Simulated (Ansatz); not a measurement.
C: input, output and frames of a trajectory

Level of theory: DFT PBE, scalar-relativistic, plane waves, PAW in Ansatz. Settings: plane waves to 420 eV, k-mesh 2×2×2 (shifted by 0.5, 0.5, 0.5 steps), Fermi–Dirac smearing 0.02 eV. The mesh is coarse. No spin polarisation.

16 atoms, starting at 1.00 times the perfect crystal's volume (space group Fd-3m, the cell as given, not relaxed at this level); Langevin thermostat at 200 K (friction 0.05 fs⁻¹), fixed cell; 150 steps of 2 fs. The run is short and not equilibrated.

The run converged.

Command:
```bash
ansatz run input.yaml --threads 4 --pin off --max-ram 5120MiB --backend cpu --events-out ev --progress --plain --runs-dir out
```

Input:
```yaml
crystal:
  lattice:
    - [3.5668, 0.0, 3.5668]
    - [3.5668, 3.5668, 0.0]
    - [0.0, 3.5668, 3.5668]
  atoms:
    - { symbol: C, position: [0.25, 0.25, 0.25] }
    - { symbol: C, position: [0.25, 0.75, 0.25] }
    - { symbol: C, position: [0.75, 0.25, 0.25] }
    - { symbol: C, position: [0.75, 0.75, 0.25] }
    - { symbol: C, position: [0.25, 0.25, 0.75] }
    - { symbol: C, position: [0.25, 0.75, 0.75] }
    - { symbol: C, position: [0.75, 0.25, 0.75] }
    - { symbol: C, position: [0.75, 0.75, 0.75] }
    - { symbol: C, position: [0.375, 0.375, 0.375] }
    - { symbol: C, position: [0.375, 0.875, 0.375] }
    - { symbol: C, position: [0.875, 0.375, 0.375] }
    - { symbol: C, position: [0.875, 0.875, 0.375] }
    - { symbol: C, position: [0.375, 0.375, 0.875] }
    - { symbol: C, position: [0.375, 0.875, 0.875] }
    - { symbol: C, position: [0.875, 0.375, 0.875] }
    - { symbol: C, position: [0.875, 0.875, 0.875] }
basis:
  ecutwfc: 420
kpoints:
  mp_grid: { grid: [2, 2, 2], shift: [0.5, 0.5, 0.5] }
hamiltonian:
  xc: pbe
scf:
  occupations: { method: fermi_dirac, width: 0.02 }
  lower_state_search: "off"
  convergence: { dr2_threshold: 1.0e-07 }
output:
  forces: true
  stress: true
md:
  timestep: 2.0
  n_steps: 150
  ensemble: nvt_langevin
  temperature: 200.0
  initial_velocities: maxwell_boltzmann
  seed: 38388
  friction: 0.05
```

Output (its end):
```
...
md step   150: t =   300.00 fs T =   186.8 K  F+E_penalty+E_count = -4012.53554449 eV  E_kin = 0.386246 eV  P_inst = 2.7957 GPa (6 SCF iters)
SCF converged after 6 iterations
Free energy (F): -4012.535544 eV
Harris-Foulkes:  -4012.535544 eV  (|F-HF|=7.27e-9)
Internal energy: -4012.535544 eV  (E = F + TS)
E sigma→0 (E₀):  -4012.535544 eV
Fermi energy:    15.459914 eV
--- Per-component energies (eV) ---
  E_band       = 277.645929
  E_kinetic    = 1476.385238
  E_local      = -980.348107  (includes V_loc(G=0)·N_el)
  E_nonlocal   = 426.704927
  E_hartree    = 214.570244
  E_xc         = -779.432935
  E_vxc        = -967.632244  (∫ρ·V_xc dr)
  E_paw        = -1587.550897  (= ΣΔE_a)
  E_vpaw       = -106.604612  (= ΣTr[D̂ρ^β])
  E_aug_tail   = 0.000139  (compensation charges beyond the density's cutoff)
  E_ewald      = -2782.864153
  E_smearing   = -0.000000  (= −TS)
  E_closure    = -0.000000  (closes the sum)
  Σ components = -4012.535544   (vs F -4012.535544, Δ=0.00e0)
--- Forces (eV/Å), atoms counted from 1 ---
  atom   1  C      0.17552662     0.26436228     0.18641472
  atom   2  C     -0.71128902     0.73555157    -0.38538070
  atom   3  C      0.55967864     0.47472468    -2.05307671
  atom   4  C      1.32505784    -0.77558380     0.29498987
  atom   5  C     -1.62789141    -0.59679900    -1.63567503
  atom   6  C     -0.12116983     0.68523163     0.73140168
  atom   7  C      0.83497972    -0.38836558     0.91862168
  atom   8  C     -0.07616634     1.06602804     0.71611288
  atom   9  C      0.60981644     0.18090330     0.70822925
  atom  10  C     -0.73971080     0.02935495    -0.02759174
  atom  11  C      0.23482223    -0.88195418    -0.42683251
  atom  12  C     -1.59802466    -0.44014632     0.87968850
  atom  13  C     -0.91450206     0.61969965    -1.93701147
  atom  14  C      1.18318415    -1.27596420    -0.00939975
  atom  15  C      1.12351294     1.22374789     1.08043987
  atom  16  C     -0.25782876    -0.92078452     0.95906610
  max |Σ_I F_I| component: 6.41e-6 eV/Å
--- Stress (GPa, compression-positive) ---
        2.434749      -2.214586      -2.487569
       -2.214587       2.392730      -2.581658
       -2.487568      -2.581658       2.195850
  P = ⅓ Tr σ = 2.3411 GPa (23.411 kbar)
--- MD trajectory: 150 steps, t = 0.0 → 300.0 fs ---
  final state: T = 186.8 K   F+E_penalty+E_count = -4012.53554449 eV   E_kin = 0.386246 eV
```

Frames along the run (Å, eV/Å; dE is the potential energy from the first frame):

```xyz
16
Lattice="3.567 0.000 3.567 3.567 3.567 0.000 0.000 3.567 3.567" Properties=species:S:1:pos:R:3:forces:R:3 pbc="T T T" time_fs=0.00 dE_eV=0.0000 T_K=188
C     1.783    1.783    1.783   -0.056   -0.056   -0.056
C     3.567    3.567    1.783   -0.056   -0.056   -0.056
C     3.567    1.783    3.567   -0.056   -0.056   -0.056
C     5.350    3.567    3.567   -0.056   -0.056   -0.056
C     1.783    3.567    3.567   -0.056   -0.056   -0.056
C     3.567    5.350    3.567   -0.056   -0.056   -0.056
C     3.567    3.567    5.350   -0.056   -0.056   -0.056
C     5.350    5.350    5.350   -0.056   -0.056   -0.056
C     2.675    2.675    2.675    0.056    0.056    0.056
C     4.458    4.458    2.675    0.056    0.056    0.056
C     4.458    2.675    4.458    0.056    0.056    0.056
C     6.242    4.458    4.458    0.056    0.056    0.056
C     2.675    4.458    4.458    0.056    0.056    0.056
C     4.458    6.242    4.458    0.056    0.056    0.056
C     4.458    4.458    6.242    0.056    0.056    0.056
C     6.242    6.242    6.242    0.056    0.056    0.056
16
Lattice="3.567 0.000 3.567 3.567 3.567 0.000 0.000 3.567 3.567" Properties=species:S:1:pos:R:3:forces:R:3 pbc="T T T" time_fs=24.00 dE_eV=0.3373 T_K=156
C     1.761    1.809    1.781   -0.135   -1.061   -0.368
C     3.512    3.610    1.804    0.540   -0.648   -0.990
C     3.554    1.780    3.527   -0.979    0.474    1.040
C     5.303    3.545    3.561    0.772    1.529   -0.492
C     1.768    3.570    3.567   -0.437    0.475   -0.141
C     3.552    5.402    3.579   -0.256   -1.161   -0.393
C     3.566    3.580    5.337   -1.098   -0.158   -0.667
C     5.338    5.359    5.369   -1.078    0.004   -1.552
C     2.635    2.692    2.652    0.586   -0.412    0.955
C     4.411    4.460    2.700    0.649    1.229   -0.849
C     4.458    2.708    4.447   -1.187   -1.903    0.208
C     6.185    4.466    4.445    1.301    0.388   -0.077
C     2.675    4.473    4.428   -0.758    0.469    1.146
C     4.432    6.281    4.480    0.137   -0.156   -0.129
C     4.424    4.456    6.213    0.858    0.322    1.254
C     6.204    6.244    6.215    1.084    0.609    1.054
16
Lattice="3.567 0.000 3.567 3.567 3.567 0.000 0.000 3.567 3.567" Properties=species:S:1:pos:R:3:forces:R:3 pbc="T T T" time_fs=46.00 dE_eV=0.2734 T_K=134
C     1.743    1.763    1.808    0.326    0.753   -0.277
C     3.552    3.575    1.771   -1.875    0.043    0.890
C     3.535    1.772    3.601   -1.501    0.773   -0.318
C     5.295    3.565    3.563   -0.092    0.655    1.216
C     1.732    3.597    3.554    0.192   -0.790   -0.095
C     3.500    5.373    3.599    0.373   -0.734   -1.351
C     3.517    3.555    5.357    0.058    0.188    0.103
C     5.260    5.373    5.357    1.238   -0.071    0.040
C     2.627    2.690    2.697    0.844   -0.510   -0.544
C     4.409    4.466    2.675   -0.125   -0.031    0.675
C     4.429    2.656    4.479   -0.351    0.348   -0.086
C     6.172    4.466    4.499    0.610    0.076   -0.901
C     2.632    4.437    4.465   -0.165    1.028    0.382
C     4.410    6.265    4.425    0.045   -0.155    1.356
C     4.383    4.480    6.246    0.642   -0.258   -0.048
C     6.187    6.279    6.277   -0.220   -1.315   -1.043
16
Lattice="3.567 0.000 3.567 3.567 3.567 0.000 0.000 3.567 3.567" Properties=species:S:1:pos:R:3:forces:R:3 pbc="T T T" time_fs=70.00 dE_eV=0.3881 T_K=125
C     1.717    1.748    1.797   -0.592    2.178    0.705
C     3.537    3.575    1.823   -1.775   -0.241    0.168
C     3.499    1.788    3.549   -0.047    0.380    1.671
C     5.316    3.581    3.619   -0.712   -0.771   -1.473
C     1.705    3.562    3.652    0.361   -0.720   -1.633
C     3.520    5.344    3.639   -0.777   -0.015   -1.049
C     3.487    3.548    5.384    1.263    0.002    0.120
C     5.297    5.291    5.398    0.005    1.713    0.179
C     2.593    2.682    2.696    0.616   -0.189    0.098
C     4.390    4.479    2.722    0.851   -0.886   -0.042
C     4.411    2.698    4.458   -0.716   -1.202    0.919
C     6.173    4.454    4.476    1.382    0.279    0.650
C     2.593    4.442    4.511    0.976   -0.010    0.005
C     4.389    6.228    4.516    0.854   -0.231    0.682
C     4.405    4.444    6.315   -0.553   -0.205   -1.407
C     6.215    6.224    6.278   -1.138   -0.080    0.407
16
Lattice="3.567 0.000 3.567 3.567 3.567 0.000 0.000 3.567 3.567" Properties=species:S:1:pos:R:3:forces:R:3 pbc="T T T" time_fs=92.00 dE_eV=0.3009 T_K=120
C     1.690    1.799    1.857    0.437   -0.195   -0.626
C     3.465    3.539    1.804    0.383    0.348    1.461
C     3.502    1.758    3.651   -0.494    0.434   -1.152
C     5.261    3.578    3.587    0.677   -0.884    0.704
C     1.698    3.532    3.620   -0.194    1.467    0.002
C     3.490    5.314    3.604   -0.358    1.486    0.151
C     3.473    3.557    5.368    0.265    1.064    0.651
C     5.288    5.357    5.398   -1.424   -0.845    0.227
C     2.594    2.654    2.757    0.450    0.385   -0.663
C     4.391    4.452    2.733   -1.204   -0.221   -1.095
C     4.389    2.691    4.503   -0.457   -0.442    0.096
C     6.135    4.457    4.516    1.237   -0.503   -0.407
C     2.574    4.506    4.509    0.348   -2.247   -0.114
C     4.378    6.228    4.511   -0.252   -0.017   -0.387
C     4.370    4.444    6.291    0.428   -0.160    0.149
C     6.168    6.232    6.256    0.157    0.330    1.003
16
Lattice="3.567 0.000 3.567 3.567 3.567 0.000 0.000 3.567 3.567" Properties=species:S:1:pos:R:3:forces:R:3 pbc="T T T" time_fs=116.00 dE_eV=0.3639 T_K=187
C     1.675    1.752    1.845   -0.465   -1.278   -0.284
C     3.444    3.529    1.847    1.292   -0.014   -0.030
C     3.454    1.748    3.619    1.071   -0.418    0.180
C     5.257    3.541    3.620   -0.416   -0.179    1.282
C     1.722    3.516    3.623   -0.933    0.721    0.040
C     3.454    5.318    3.637    0.913    0.125    0.651
C     3.485    3.535    5.439    0.176   -0.512   -0.466
C     5.267    5.326    5.385   -0.201   -0.013    1.863
C     2.546    2.609    2.704    1.530    1.081    1.153
C     4.327    4.434    2.771    1.028   -0.779   -1.302
C     4.374    2.610    4.517   -0.734    1.659   -0.086
C     6.166    4.449    4.553   -0.804   -0.871   -1.585
C     2.602    4.429    4.533   -0.540   -0.699    0.342
C     4.396    6.216    4.503   -1.112    0.022    0.876
C     4.384    4.414    6.315   -0.249    0.515   -0.525
C     6.158    6.209    6.354   -0.557    0.639   -2.108
16
Lattice="3.567 0.000 3.567 3.567 3.567 0.000 0.000 3.567 3.567" Properties=species:S:1:pos:R:3:forces:R:3 pbc="T T T" time_fs=138.00 dE_eV=0.4804 T_K=175
C     1.729    1.714    1.838   -2.298    0.392    1.625
C     3.477    3.494    1.880    0.241    0.881   -0.897
C     3.489    1.703    3.642   -0.672   -0.283    0.210
C     5.239    3.492    3.663    0.310    0.256   -0.797
C     1.679    3.476    3.661    1.212    0.120   -0.647
C     3.461    5.306    3.688    0.770   -1.064   -1.847
C     3.458    3.534    5.406    0.049   -2.867    1.406
C     5.236    5.262    5.452    1.229    0.353   -0.303
C     2.614    2.614    2.757   -0.690   -0.766    0.106
C     4.368    4.381    2.725    0.200    0.789    1.894
C     4.339    2.591    4.537    1.274    0.845   -0.200
C     6.140    4.417    4.550    0.104   -1.432   -0.214
C     2.560    4.392    4.563    1.127    0.458   -1.533
C     4.399    6.183    4.546   -1.889   -0.924    0.778
C     4.374    4.325    6.321   -0.681    2.207    0.191
C     6.143    6.156    6.337   -0.286    1.038    0.227
16
Lattice="3.567 0.000 3.567 3.567 3.567 0.000 0.000 3.567 3.567" Properties=species:S:1:pos:R:3:forces:R:3 pbc="T T T" time_fs=162.00 dE_eV=0.3124 T_K=199
C     1.696    1.714    1.896   -0.183    0.233    0.319
C     3.474    3.465    1.890   -0.020    0.313   -0.230
C     3.462    1.688    3.696    0.508    0.276   -0.064
C     5.265    3.458    3.662   -0.979    0.444   -0.617
C     1.713    3.515    3.674   -0.571   -0.792   -0.245
C     3.477    5.276    3.642   -0.531    0.112   -0.426
C     3.470    3.533    5.433    0.094   -1.559    1.216
C     5.222    5.263    5.385    1.010   -0.364    1.797
C     2.597    2.595    2.828   -0.125   -0.015   -1.598
C     4.361    4.389    2.774    0.435   -0.874   -0.327
C     4.358    2.623    4.592    0.464   -1.147   -0.949
C     6.123    4.334    4.542    0.880    0.810    0.721
C     2.598    4.393    4.562   -0.556    0.983   -0.231
C     4.370    6.156    4.513   -0.549    0.727    1.109
C     4.367    4.382    6.360   -0.143    0.776   -0.872
C     6.131    6.156    6.297    0.266    0.078    0.397
16
Lattice="3.567 0.000 3.567 3.567 3.567 0.000 0.000 3.567 3.567" Properties=species:S:1:pos:R:3:forces:R:3 pbc="T T T" time_fs=184.00 dE_eV=0.4079 T_K=165
C     1.682    1.722    1.913   -0.378   -0.403   -1.333
C     3.515    3.526    1.863   -1.662   -0.724    1.600
C     3.481    1.720    3.652   -0.343    0.080    0.277
C     5.279    3.531    3.718   -0.857   -0.355   -1.144
C     1.707    3.502    3.665   -0.360    0.880   -0.854
C     3.471    5.313    3.670   -0.022    0.487   -0.063
C     3.479    3.488    5.416   -0.221    1.558    0.748
C     5.259    5.318    5.477    0.424   -0.415   -0.898
C     2.542    2.584    2.762    2.323    1.432    0.547
C     4.328    4.416    2.817    2.111   -0.609   -0.851
C     4.367    2.616    4.565    0.366   -0.212   -0.274
C     6.176    4.408    4.594   -0.242    0.523   -0.934
C     2.601    4.432    4.524   -0.880   -1.364    1.629
C     4.392    6.209    4.559   -0.219   -0.273    0.117
C     4.372    4.418    6.315   -0.201   -0.957    0.929
C     6.148    6.205    6.342    0.160    0.351    0.504
16
Lattice="3.567 0.000 3.567 3.567 3.567 0.000 0.000 3.567 3.567" Properties=species:S:1:pos:R:3:forces:R:3 pbc="T T T" time_fs=208.00 dE_eV=0.2948 T_K=153
C     1.685    1.760    1.874   -0.040   -0.525    0.872
C     3.484    3.504    1.904   -0.464    0.454   -0.543
C     3.513    1.738    3.661   -0.438   -0.727    0.353
C     5.281    3.526    3.668   -0.470    0.363    0.302
C     1.713    3.493    3.701   -0.326    0.662   -1.151
C     3.464    5.265    3.674    0.962    2.040   -0.250
C     3.459    3.540    5.447    1.537    0.384    0.366
C     5.289    5.338    5.463   -0.604   -1.337   -0.365
C     2.609    2.595    2.776   -0.513    1.028    0.700
C     4.369    4.396    2.788    0.182    0.624   -0.343
C     4.366    2.666    4.570    0.245   -0.935   -0.633
C     6.151    4.415    4.564    1.092    0.419    0.078
C     2.589    4.448    4.575   -0.742   -1.438   -0.360
C     4.362    6.199    4.585    0.624   -0.516   -0.618
C     4.416    4.398    6.338   -0.658    0.628    0.818
C     6.175    6.226    6.336   -0.386   -1.123    0.774
16
Lattice="3.567 0.000 3.567 3.567 3.567 0.000 0.000 3.567 3.567" Properties=species:S:1:pos:R:3:forces:R:3 pbc="T T T" time_fs=230.00 dE_eV=0.3305 T_K=92
C     1.719    1.700    1.909   -0.955    1.027   -0.363
C     3.495    3.508    1.873   -0.107   -0.534    0.370
C     3.424    1.724    3.701    1.975    0.448   -0.609
C     5.261    3.489    3.656   -0.903    0.452    1.454
C     1.671    3.504    3.669    1.125    0.907   -0.408
C     3.462    5.307    3.697    0.963   -1.059   -0.804
C     3.484    3.504    5.487    0.209    0.525   -0.668
C     5.306    5.297    5.463   -1.878   -0.617   -0.030
C     2.577    2.636    2.775    0.508   -0.672    0.596
C     4.371    4.395    2.779   -0.201   -0.022    0.310
C     4.385    2.615    4.606   -0.819   -0.512   -1.048
C     6.145    4.369    4.570    0.331    0.946   -0.041
C     2.595    4.405    4.581   -0.114   -0.667   -0.086
C     4.406    6.170    4.528   -0.966    0.300    1.938
C     4.352    4.418    6.364    0.335    0.111    0.085
C     6.152    6.196    6.373    0.498   -0.635   -0.696
16
Lattice="3.567 0.000 3.567 3.567 3.567 0.000 0.000 3.567 3.567" Properties=species:S:1:pos:R:3:forces:R:3 pbc="T T T" time_fs=254.00 dE_eV=0.3304 T_K=201
C     1.664    1.722    1.911    0.741    1.003   -0.938
C     3.452    3.535    1.889    0.148    0.303    0.937
C     3.504    1.732    3.686   -0.920    0.444   -0.137
C     5.258    3.561    3.715   -0.775    0.175   -0.409
C     1.726    3.511    3.698   -1.426   -0.091   -0.475
C     3.439    5.330    3.689    0.633   -0.458    0.163
C     3.476    3.525    5.484   -0.168    0.282   -0.132
C     5.254    5.381    5.494   -0.648   -2.400   -0.400
C     2.568    2.609    2.779    1.030    0.486    0.597
C     4.363    4.451    2.787   -1.106   -1.108    1.086
C     4.361    2.643    4.572    0.013    0.082    0.743
C     6.150    4.467    4.604    0.038   -0.606   -0.540
C     2.567    4.411    4.573    0.900    0.106    0.776
C     4.342    6.217    4.598    0.343    0.242   -0.793
C     4.403    4.406    6.381   -0.838    0.450   -0.465
C     6.099    6.218    6.387    2.034    1.090   -0.011
16
Lattice="3.567 0.000 3.567 3.567 3.567 0.000 0.000 3.567 3.567" Properties=species:S:1:pos:R:3:forces:R:3 pbc="T T T" time_fs=276.00 dE_eV=0.2893 T_K=186
C     1.683    1.782    1.931    0.090   -0.116   -0.327
C     3.430    3.585    1.948    0.772   -0.342   -0.587
C     3.484    1.778    3.693   -0.911   -0.136    0.485
C     5.248    3.550    3.683    0.701    1.078    0.445
C     1.674    3.541    3.677   -0.886    0.780    1.596
C     3.463    5.345    3.713   -0.262    0.700    0.220
C     3.487    3.588    5.460   -0.516   -1.191   -0.250
C     5.244    5.352    5.498    0.187    0.386   -0.519
C     2.559    2.682    2.831    0.785   -0.541   -0.415
C     4.350    4.486    2.833    0.006   -1.173   -0.592
C     4.403    2.664    4.576   -1.471    0.125    0.209
C     6.114    4.463    4.612    1.080   -0.020   -0.787
C     2.561    4.451    4.597    0.100    0.057   -0.568
C     4.334    6.227    4.630    0.366    1.007   -0.910
C     4.344    4.453    6.335    0.884    0.257    1.776
C     6.177    6.269    6.367   -0.924   -0.870    0.225
16
Lattice="3.567 0.000 3.567 3.567 3.567 0.000 0.000 3.567 3.567" Properties=species:S:1:pos:R:3:forces:R:3 pbc="T T T" time_fs=300.00 dE_eV=0.3910 T_K=187
C     1.649    1.827    1.922    0.176    0.264    0.186
C     3.450    3.569    1.929   -0.711    0.736   -0.385
C     3.433    1.796    3.740    0.560    0.475   -2.053
C     5.191    3.613    3.678    1.325   -0.776    0.295
C     1.688    3.613    3.747   -1.628   -0.597   -1.636
C     3.427    5.382    3.668   -0.121    0.685    0.731
C     3.411    3.599    5.470    0.835   -0.388    0.919
C     5.204    5.336    5.447   -0.076    1.066    0.716
C     2.537    2.699    2.823    0.610    0.181    0.708
C     4.336    4.498    2.801   -0.740    0.029   -0.028
C     4.318    2.732    4.597    0.235   -0.882   -0.427
C     6.144    4.475    4.577   -1.598   -0.440    0.880
C     2.567    4.504    4.633   -0.915    0.620   -1.937
C     4.307    6.287    4.583    1.183   -1.276   -0.009
C     4.310    4.452    6.365    1.124    1.224    1.080
C     6.084    6.277    6.331   -0.258   -0.921    0.959
```